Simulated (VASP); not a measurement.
A run of VASP 6.6.1 is set up as follows.

Contents of INCAR:

```
SYSTEM = CdS
ALGO     = Normal         ! electronic algorithm
EDIFF    = 1E-7           ! SCF threshold, eV
EDIFFG   = -0.005         ! ionic threshold
ENCUT    = 600            ! plane-wave cutoff, eV
GGA      = AM             ! functional
IBRION   = 2              ! ionic algorithm
ISIF     = 3              ! what is computed and relaxed
ISMEAR   = 0              ! smearing method
LASPH    = .True.         ! aspherical terms in the spheres
LCHARG   = .False.        ! write CHGCAR
LREAL    = .False.        ! projectors in reciprocal space
LWAVE    = .False.        ! write WAVECAR
NELM     = 80             ! most SCF steps
NSW      = 90             ! ionic steps
PREC     = Accurate       ! precision mode
SIGMA    = 0.03           ! smearing width, eV
```

The input KPOINTS:

```
k-points
0
Gamma
  9 9 4
  0 0 0
```

The input POSCAR:

```
CdS                                     
1.0
    4.1420113505      0.0000000000      0.0000000000
   -2.0710056753      3.5870870523      0.0000000000
    0.0000000000      0.0000000000      6.7542479625
  Cd              S             
     2     2
Direct
     0.3333333332999970    0.6666666667000030    0.9995215957018896
     0.6666666667000030    0.3333333332999970    0.4995215957018895
     0.3333333332999970    0.6666666667000030    0.3754784042981105
     0.6666666667000030    0.3333333332999970    0.8754784042981104
```

Potentials or basis: VASP PAW PBE potentials, release 64 (Cd, S).

Command:

```sh
$ cat potpaw_PBE.64/Cd/POTCAR potpaw_PBE.64/S/POTCAR > POTCAR
$ mpirun -np 1 vasp_std > vasp.out
```

Problem. What does it give for the band gap on the k mesh?

Solution. 1.19 eV, direct.

Forces on the atoms (eV/Å):
```
Cd   0.000  0.000 -0.002
Cd   0.000  0.000 -0.002
S    0.000  0.000  0.002
S    0.000  0.000  0.002
```

Caveat: the PAW data sets were made with another functional, which shifts forces and pressure a little. A hybrid or GW would open this gap; AM05 tends to underestimate it.
